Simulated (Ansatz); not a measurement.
## Calculated XPS core lines for BeTe

Cell: a structure deposited in the COD whose atoms were relaxed with PBE, the cell held, repeated to a supercell; a hole's nearest image is 7.8 Å away.

Space group F-43m (No. 216); a = 5.5400 Å.

| site | Wyckoff | site symmetry | x | y | z |
| --- | --- | --- | --- | --- | --- |
| Be1 | 4a | -43m | 0.0000 | 0.0000 | 0.0000 |
| Te9 | 4c | -43m | 0.2500 | 0.2500 | 0.2500 |

One atom of each set is listed; the run and its k-mesh use a cell of 16 atoms with edges of 7.83, 7.83, 7.83 Å.

All values are calculated (Ansatz; DFT, PBE, plane waves and PAW, scalar-relativistic, 420 eV cutoff, Γ-centred 3×3×3 k-points, fixed occupations), not measured.

Each value is a total-energy difference between the cell with one core hole and the ground state (ΔSCF), counted from the top of the valence band. The cell with the hole is spin-polarised, as the shell with the hole is left with one unpaired spin. The periodic images are corrected with the calculated ε∞ = 7.51.

Problem. What binding energies does the calculation give for Te 3d?

Solution. 

```csv
line,atom,first shell,E_B (eV),j = l + ½ / j = l − ½ (eV)
Te 3d,9,4 Be at 2.40 Å,572.7,568.6 / 578.9
```

For p, d and f shells E_B is the weighted mean of the two lines, whose splitting comes from the free atom's Dirac orbitals.

The program doubts some values: the cell is too small to check the potential alignment. Absolute PBE values can be off by an eV or more, and the 3d and 4f lines of heavy atoms by several eV. Multiplets, satellites and widths aren't calculated.
